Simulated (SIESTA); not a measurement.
Si2Mo:

```
CELL_PARAMETERS angstrom
4.58547 0.00000 0.00000
-2.29274 3.97113 0.00000
0.00000 0.00000 6.57976
ATOMIC_POSITIONS crystal
Mo 0.50000 0.50000 0.83333
Mo 0.00000 0.50000 0.16667
Mo 0.50000 0.00000 0.50000
Si 0.16387 0.32775 0.50000
Si 0.67225 0.83613 0.16667
Si 0.83613 0.16387 0.83333
Si 0.83613 0.67225 0.50000
Si 0.32775 0.16387 0.16667
Si 0.16387 0.83613 0.83333
```

Measurements of this composition are mostly on another form, of space group No. 139.

```yaml
Program: SIESTA 5.4.2
Task: single point
Functional: PBE
Potentials_or_basis: PseudoDojo 0.4 standard (PBE files)
Basis: DZP (energy shift 0.003 Ry; two zetas on semicore shells)
Grid_cutoff: 800 Ry
Energy_shift: 0.003 Ry
k_mesh: 7 × 7 × 4
Occupations: fermi-dirac, width 0.05 eV
Spin: no spin polarisation
```

On this cell: pressure 5.1 GPa; largest force under 0.003 eV/Å; band gap on the k mesh 0.31 eV, indirect (least direct gap 0.67 eV).

The same run follows on a disturbed copy (atoms moved at random, drawn with an rms of 0.05 Å):

```
Mo Si
1.0
     4.58547    0.00000    0.00000
    -2.29274    3.97113    0.00000
     0.00000    0.00000    6.57976
Mo Si
3 6
Direct
  0.51437 0.50867 0.83088
  0.99980 0.51206 0.16923
  0.50127 0.98884 0.50070
  0.15930 0.32653 0.49047
  0.68000 0.83715 0.15847
  0.83332 0.16826 0.83404
  0.83134 0.67527 0.49593
  0.33121 0.16037 0.16317
  0.15948 0.83064 0.83364
```

Q: What changes?

A: The energy moves by +20.8 meV/atom; pressure 5.8 GPa; largest force 1.447 eV/Å; band gap on the k mesh 0.10 eV, indirect (least direct gap 0.57 eV).

Forces in eV/Å, atoms in the order of the input:
```
Mo  -0.951 -0.888  0.214
Mo   0.802 -1.010 -0.656
Mo  -0.716  0.946 -0.450
Si   0.353 -0.077  0.748
Si  -0.442  0.224  0.604
Si   0.409  0.070 -0.235
Si   0.336 -0.092  0.226
Si  -0.023  0.373  0.092
Si   0.234  0.454 -0.543
```

Stress tensor (GPa, compression positive):
```
 5.78 -0.15  0.83
-0.15  5.81 -0.22
 0.83 -0.22  5.69
```

Caveats: an odd mesh through Γ misses points on the zone boundary, where band edges often lie; the basis of atomic orbitals isn't converged, which shifts pressures, moduli and gaps.
